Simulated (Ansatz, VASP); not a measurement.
## ZnS: VASP beside Ansatz

```
Zn S
1.0
     3.80545    0.00000    0.00000
    -1.90273    3.29562    0.00000
     0.00000    0.00000    6.24399
Zn S
2 2
Direct
  0.33333 0.66667 0.00034
  0.66667 0.33333 0.50034
  0.33333 0.66667 0.37466
  0.66667 0.33333 0.87466
```

The cell was built by a generator and needn't be a form met in nature.

Alike in both runs: task single point; functional PBE; k mesh 12 × 12 × 4; occupations fermi-dirac, width 0.02 eV; no spin polarisation.

|  | VASP | Ansatz |
| --- | --- | --- |
| version | VASP 6.6.1 | Ansatz 0.2.0 |
| potentials or method | VASP PAW PBE potentials, release 64 (Zn, S) | plane waves, PAW |
| plane-wave cutoff (eV) | 520 | 420 |
| valence electrons in the cell | 36 | 36 |

Ansatz gave:

| Property | Result |
| --- | --- |
| gap on the k mesh at the Fermi level (eV) | 2.21 |
| pressure (GPa) | 2.3 |

Q: Estimate VASP's values.

A: gap on the k mesh at the Fermi level (eV): 2.22; pressure (GPa): 2.4.

A k mesh can miss the band edges. PBE gaps usually lie below the measured ones, often by a third to a half.
